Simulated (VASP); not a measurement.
Input of a VASP 6.6.1 run:

The input INCAR:

```
SYSTEM = CaSe
PREC     = Accurate       ! precision mode
ENCUT    = 520            ! plane-wave cutoff, eV
EDIFF    = 1E-6           ! SCF threshold, eV
ISMEAR   = 0              ! smearing method
SIGMA    = 0.01           ! smearing width, eV
LREAL    = .FALSE.        ! projectors in reciprocal space
LASPH    = .TRUE.         ! aspherical terms in the spheres
NELM     = 80             ! most SCF steps
ALGO     = Normal         ! electronic algorithm
ISIF     = 2              ! what is computed and relaxed
LWAVE    = .FALSE.        ! write WAVECAR
LCHARG   = .FALSE.        ! write CHGCAR
GGA      = PE             ! functional
NBANDS   = 15             ! bands
```

Contents of KPOINTS:

```
Automatic mesh
0
G
  6 6 6
  0 0 0
```

The input POSCAR:

```
CaSe
1.0
    3.6347849122      0.0000000000      0.0000000000
    0.0000000000      3.6347849122      0.0000000000
    0.0000000000      0.0000000000      3.6347849122
Ca Se
1 1
Direct
    0.0000000000      0.0000000000      0.0000000000
    0.5000000000      0.5000000000      0.5000000000
```

Potentials or basis: VASP PAW PBE potentials, release 64 (Ca_sv, Se).

The run is started by

```console
$ cat potpaw_PBE.64/Ca_sv/POTCAR potpaw_PBE.64/Se/POTCAR > POTCAR
$ mpirun -np 1 vasp_std > vasp.out
```

Question: What does it give for the band gap on the k mesh?

Answer: 0.76 eV, direct.

Question: Predict the pressure.

Answer: 0.9 GPa.

A k mesh can miss the band edges. A hybrid or GW would open this gap; PBE tends to underestimate it.
